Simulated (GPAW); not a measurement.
The system is MnS.

```xyz
2
Lattice="0.0000 2.6045 2.6045 2.6045 0.0000 2.6045 2.6045 2.6045 0.0000" Properties=species:S:1:pos:R:3 pbc="T T T"
Mn    0.0000    0.0000    0.0000
S     2.6045    2.6045    2.6045
```

Base run:

- Program: GPAW 26.7.0
- Functional: r2SCAN
- Potentials or basis: GPAW PAW data sets (gpaw-data 1.2.1)
- Cutoff: 500 eV
- Basis: pw
- k mesh: 7 × 7 × 7
- Occupations: fermi-dirac, width 0.05 eV
- Spin: collinear spin, ferromagnetic start
- Starting moments: [5.0, 0.0] μB

Its results: net moment 4.96 μB per cell; site moments Mn +4.39; S +0.14 μB.

Task: The run is repeated on the same cell with these changes: functional from r2SCAN to optPBE-vdW; cutoff from 500 eV to 600 eV; moments at the start from [5.0, 0.0] to [4.0, 0.0]. What comes out?

Result: Net moment 4.66 μB per cell; site moments Mn +4.13; S +0.11 μB.

Caveats: a cell with one magnetic atom can't hold antiferromagnetic order, which such compounds often take.
